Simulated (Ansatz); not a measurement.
Structure optimisation: manganese, bcc

Method: DFT, LDA (PW92), plane waves (420 eV) with PAW, scalar-relativistic (Ansatz 0.2.0). (PAW data from PBE, frozen cores regenerated.)

k-point mesh 15×15×15, Fermi-Dirac smearing 0.1 eV, no spin polarisation. Cell and atoms relax.

Starting structure:

```xyz
1
Lattice="-1.4321 1.4321 1.4321 1.4321 -1.4321 1.4321 1.4321 1.4321 -1.4321" Properties=species:S:1:pos:R:3 pbc="T T T"
Mn    0.0000    0.0000    0.0000
```

Question: What cell does the relaxation end in?

Answer: Im-3m with a = 2.727 Å; 10.13 Å³ per atom against 11.75 at the start (-13.7 %).

Question: How much energy does the relaxation gain?

Answer: 200.8 meV per atom.

Path of the relaxation (the plane waves are chosen anew near the end, which can shift the energy a little):

```
step  E − E(final) (meV/atom)  V (Å³/atom)  P (GPa)  max force (eV/Å)
   0                   200.82       11.750   -34.75             0.000
   1                     7.83       10.426    -8.70             0.000
   2                     0.28       10.048     2.85             0.000
   3                    -0.44       10.138    -0.14             0.000
   4                    -0.44       10.134     0.00             0.000
   5                     0.00       10.134    -0.04             0.000
```

Spin polarisation is off here; a magnetic state may lie lower.
